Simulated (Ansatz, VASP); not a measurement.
Hf: VASP beside Ansatz

```
Hf
1.0
     0.00000    3.11284    3.11284
     3.11284    0.00000    3.11284
     3.11284    3.11284    0.00000
Hf
2
Direct
  0.12500 0.12500 0.12500
  0.87500 0.87500 0.87500
```

Alike in both runs: task single point; functional LDA; k mesh 10 × 10 × 10; occupations fermi-dirac, width 0.1 eV; no spin polarisation.

|  | VASP | Ansatz |
| --- | --- | --- |
| version | VASP 6.6.1 | Ansatz 0.2.0 |
| potentials or method | VASP PAW LDA potentials, release 64 (Hf_pv) | plane waves (420 eV) with PAW, scalar-relativistic |
| plane-wave cutoff (eV) | 520 | 420 |
| valence electrons in the cell | 20 | 52 |

|  | VASP | Ansatz | Ansatz less VASP |
| --- | --- | --- | --- |
| pressure (GPa) | -0.2 | 0.1 | +0.33 |

The two sets of potentials don't hold the same shells in valence. Ansatz warned: «pseudo_functional_mismatch».

Spin-orbit coupling is left out, which matters for the levels of Hf.
